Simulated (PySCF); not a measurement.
C₅H₅N.
SMILES: `c1ccncc1`

Theory: PBE0-D3(BJ)/def2-SVP geometry optimisation, gas phase in PySCF 2.14.0.

Masses are those of the commonest isotopes; rigid-rotor values at the optimised geometry. 

Question: What are A, B and C (cm⁻¹)?

Answer: Ia = 83.55, Ib = 86.57, Ic = 170.11 u·Å²; 505379 MHz·u·Å²/I gives 6049, 5838 and 2971 MHz, that is A = 0.20178, B = 0.19473, C = 0.09910 cm⁻¹.

Question: Classify the top.

Answer: An asymmetric top: κ = (2 × 5838 − 6049 − 2971)/(6049 − 2971) = 0.86.

Question: Is it planar, by Δ = Ic − Ia − Ib?

Answer: Planar: Δ = Ic − Ia − Ib = 0.00 u·Å². For a rigid frame Δ = −2 Σ m c², so it vanishes when all atoms lie in the ab plane; here none is more than 0.01 Å from it.

Question: Which types of transition are allowed, and where do some lines up to J = 3 fall?

Answer: The dipole components are |μa| = 2.17 D, |μb| = 0.00 D, |μc| = 0.00 D; the symmetry axis of this C2v structure is a, so μb and μc vanish by symmetry and there are no b-type or c-type lines. Some lines, for components of 0.1 D or more:

| type | branch | J(Ka,Kc) | MHz | lower level (cm⁻¹) |
| --- | --- | --- | --- | --- |
| a | Q | 3(3,0) ← 3(3,1) | 2388 | 2.301 |
| a | Q | 2(2,0) ← 2(2,1) | 2667 | 1.101 |
| a | Q | 1(1,0) ← 1(1,1) | 2867 | 0.301 |
| a | Q | 3(2,1) ← 3(2,2) | 8291 | 1.982 |
| a | Q | 2(1,1) ← 2(1,2) | 8601 | 0.793 |
| a | R | 1(0,1) ← 0(0,0) | 8809 | 0.000 |
| a | R | 2(1,2) ← 1(1,1) | 14750 | 0.301 |
| a | Q | 3(1,2) ← 3(1,3) | 14814 | 1.486 |
| a | R | 2(0,2) ← 1(0,1) | 14950 | 0.294 |
| a | R | 2(1,1) ← 1(1,0) | 20484 | 0.397 |
| a | R | 3(1,3) ← 2(1,2) | 20791 | 0.793 |
| a | R | 3(0,3) ← 2(0,2) | 20802 | 0.793 |
| a | R | 3(2,2) ← 2(2,1) | 26426 | 1.101 |
| a | R | 3(1,2) ← 2(1,1) | 27004 | 1.080 |
| a | R | 3(2,1) ← 2(2,0) | 32050 | 1.190 |

Question: Estimate the classical rotational partition function at 200 K, 298.15 K and 500 K.

Answer: Point group C2v, symmetry number σ = 2; q = (√π/σ)·√((kT/h)³/(ABC)), k/h = 20836.6 MHz/K: 23300 at 200 K, 42400 at 298.15 K, 92000 at 500 K.

No PBE0-D3(BJ)/def2-SVP frequencies stand behind this structure, so it isn't proved a minimum. No vibrational averaging or centrifugal distortion is included, and the geometry carries the error of its method. Quadrupole hyperfine structure (14N) is left out.
